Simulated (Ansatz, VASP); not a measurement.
# SiC2 in VASP and in Ansatz

```
Si C
1.0
     3.24455    0.00000    0.00000
    -1.62228    2.80986    0.00000
     0.00000    0.00000   13.49913
Si C
2 4
Direct
  0.33333 0.66667 0.50000
  0.66667 0.33333 0.50000
  0.33333 0.66667 0.82438
  0.33333 0.66667 0.17562
  0.66667 0.33333 0.82438
  0.66667 0.33333 0.17562
```

Alike in both runs: task relaxation of cell and atoms; functional PBE; k mesh 12 × 12 × 4; occupations gaussian, width 0.1 eV; no spin polarisation.

```csv
,VASP,Ansatz
version,VASP 6.6.1,Ansatz 0.2.0
potentials or method,"VASP PAW PBE potentials, release 64 (Si, C)","scalar-relativistic, plane waves, PAW"
plane-wave cutoff (eV),600,420
valence electrons in the cell,24,24
```

|  | VASP | Ansatz | Ansatz less VASP |
| --- | --- | --- | --- |
| gap on the k mesh at the Fermi level, each at its own relaxed structure (eV) | none | none | - |
| relaxed volume (Å³/atom) | 20.67 | 21.03 | +0.355 |
| relaxed cell length with the largest relative difference (Å) | 13.748 | 13.978 | +0.2297 |
| energy change over the relaxation (meV/atom) | -1 | -1 | -0.5 |

A gap of «none» marks a metal or a gap that the smearing closes.

Caveats: this functional lacks dispersion, which binds the layers, so the pressure and a relaxed spacing across them are unreliable.
